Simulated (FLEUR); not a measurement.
A run of FLEUR MaX-R8.1 (later development tree) is set up as follows.

inp.xml

```xml
<?xml version="1.0" encoding="UTF-8" standalone="no"?>
<fleurInput fleurInputVersion="0.39">
   <comment>
      Si2Mo                                                                                               
   </comment>
   <calculationSetup>
      <cutoffs Kmax="4.41" Gmax="13.7" GmaxXC="13.7" numbands="0"/>
      <scfLoop itmax="60" minDistance="0.00001" maxIterBroyd="15" imix="Anderson" alpha="0.05" precondParam="0.0" spinf="2.0" sdNocoIR="T"/>
      <coreElectrons ctail="T" frcor="F" kcrel="0" coretail_lmax="0"/>
      <xcFunctional name="PBEs" relativisticCorrections="F"/>
      <magnetism jspins="1"/>
      <soc l_soc="F" theta="0.0" phi="0.0" spav="F"/>
      <expertModes spex="0" secvar="F"/>
      <geometryOptimization l_f="T" forcealpha="1.0" forcemix="BFGS" epsdisp="0.0005" epsforce="0.0002"/>
      <ldaU l_linMix="F" mixParam="0.05" spinf="1.0"/>
   </calculationSetup>
   <cell>
      <bzIntegration valenceElectrons="38.0" mode="hist" fermiSmearingEnergy="0.00183747">
         <kPointListSelection listName="default-1"/>
         <!-- k-points included here -->
         <xi:include xmlns:xi="http://www.w3.org/2001/XInclude" href="kpts.xml"> </xi:include>
      </bzIntegration>
      <!-- symmetry operations included here -->
      <xi:include xmlns:xi="http://www.w3.org/2001/XInclude" href="sym.xml"> </xi:include>
      <bulkLattice scale="1.0">
         <bravaisMatrix>
            <row-1>   -3.0235617993599999     3.0235617993599999     7.4275685327402989</row-1>
            <row-2>    3.0235617993599999    -3.0235617993599999     7.4275685327402989</row-2>
            <row-3>    3.0235617993599999     3.0235617993599999    -7.4275685327402989</row-3>
         </bravaisMatrix>
      </bulkLattice>
   </cell>
   <atomSpecies>
      <species name="Molybdenum (Mo)" element="Mo" atomicNumber="42">
         <mtSphere radius="2.22" gridPoints="843" logIncrement="0.015"/>
         <atomicCutoffs lmax="10" lnonsphr="10"/>
         <electronConfig flipSpins="F">
            <coreConfig>(1s1/2) (2s1/2) (2p1/2) (2p3/2) (3s1/2) (3p1/2) (3p3/2) (3d3/2) (3d5/2)</coreConfig>
            <valenceConfig>(4s1/2) (4p1/2) (4p3/2) (5s1/2) (4d3/2) (4d5/2)</valenceConfig>
            <stateOccupation state="(5s1/2)" spinUp="0.500000" spinDown="0.500000"/>
            <stateOccupation state="(4d3/2)" spinUp="1.000000" spinDown="1.000000"/>
            <stateOccupation state="(4d5/2)" spinUp="1.500000" spinDown="1.500000"/>
         </electronConfig>
         <energyParameters s="5" p="5" d="4" f="4"/>
         <lo type="SCLO" l="0" n="4" eDeriv="0"/>
         <lo type="SCLO" l="1" n="4" eDeriv="0"/>
         <lo type="SCLO" l="1" n="4" eDeriv="1"/>
         <lo type="SCLO" l="2" n="4" eDeriv="2"/>
         <lo type="SCLO" l="3" n="4" eDeriv="2"/>
      </species>
      <species name="Silicon (Si)" element="Si" atomicNumber="14">
         <mtSphere radius="2.22" gridPoints="635" logIncrement="0.018"/>
         <atomicCutoffs lmax="8" lnonsphr="8"/>
         <electronConfig flipSpins="F">
            <coreConfig>(1s1/2)</coreConfig>
            <valenceConfig>(2s1/2) (2p1/2) (2p3/2) (3s1/2) (3p1/2) (3p3/2)</valenceConfig>
            <stateOccupation state="(3p1/2)" spinUp="0.333333" spinDown="0.333333"/>
            <stateOccupation state="(3p3/2)" spinUp="0.666667" spinDown="0.666667"/>
         </electronConfig>
         <energyParameters s="3" p="3" d="3" f="4"/>
         <lo type="SCLO" l="0" n="2" eDeriv="0"/>
         <lo type="SCLO" l="1" n="2" eDeriv="0"/>
         <lo type="SCLO" l="2" n="3" eDeriv="2"/>
         <lo type="SCLO" l="3" n="4" eDeriv="2"/>
      </species>
   </atomSpecies>
   <atomGroups>
      <atomGroup species="Molybdenum (Mo)">
         <relPos label="                   1">.0176620000 .0018630000 .0066410000</relPos>
         <force calculate="T" relaxXYZ="TTT"/>
      </atomGroup>
      <atomGroup species="Silicon (Si)">
         <relPos label="                   2">-.3221610000 -.3056840000 .0250040000</relPos>
         <force calculate="T" relaxXYZ="TTT"/>
      </atomGroup>
      <atomGroup species="Silicon (Si)">
         <relPos label="                   3">.3319990000 .3458110000 .0115010000</relPos>
         <force calculate="T" relaxXYZ="TTT"/>
      </atomGroup>
   </atomGroups>
   <output dos="F" band="F" slice="F">
      <checks vchk="F" cdinf="F"/>
      <bandDOS minEnergy="-.5*Htr" maxEnergy="0.5*Htr" sigma="0.015" storeEVData="T"/>
      <vacuumDOS vacdos="F" integ="F" star="F" nstars="0" locx1="0.0" locy1="0.0" locx2="0.0" locy2="0.0" nstm="0" tworkf="0.0"/>
      <unfoldingBand unfoldBand="F" supercellX="1" supercellY="1" supercellZ="1"/>
      <plotting iplot="0" polar="F">
         <plot TwoD="T" vec1="  1.0  0.0  0.0" vec2="  0.0  1.0  0.0" vec3="  0.0  0.0  1.0" zero="  0.0  0.0  0.0" file="plot"/>
      </plotting>
      <chargeDensitySlicing numkpt="0" minEigenval="0.0" maxEigenval="0.0" nnne="0" pallst="F"/>
      <specialOutput eonly="F"/>
      <moessbauerParams electricFieldGradient="T" isomerShift="T" coreHyperfine="T" valenceHyperfine="T"/>
      <magneticCircularDichroism mcd="F" energyLo="-10.0" energyUp="0.0"/>
   </output>
  <!-- We include the file relax.xml here to enable relaxations (see documentation) -->
  <xi:include xmlns:xi="http://www.w3.org/2001/XInclude" href="relax.xml"> <xi:fallback/> </xi:include>
</fleurInput>
```

Contents of crystal.txt:

```
Si2Mo
&input cartesian=F /
-1.6000000000  1.6000000000  3.9305000000
1.6000000000  -1.6000000000  3.9305000000
1.6000000000  1.6000000000  -3.9305000000
1.8897261246
1.0 1.0 1.0

3
42 0.0176620000  0.0018630000  0.0066410000
14 0.6778390000  0.6943160000  0.0250040000
14 0.3319990000  0.3458110000  0.0115010000

&kpt div1=12 div2=12 div3=12 gamma=T /
```

Potentials or basis: all-electron, FLAPW.

The run is started by

```console
$ inpgen -f crystal.txt -profile fastHighL
$ # inp.xml edited to the form shown
$ mpirun -n 4 fleur_MPI -pe_per_kpt 1
```

**Question.** Estimate the band gap on the k mesh.

**Answer.** None (metal or under the smearing width).

**Question.** Predict the largest force.

**Answer.** 0.953 eV/Å.

Forces in eV/Å, atoms in the order of the input:
```
Mo   0.606 -0.269 -0.341
Si  -0.480  0.044 -0.577
Si  -0.125  0.225  0.918
```
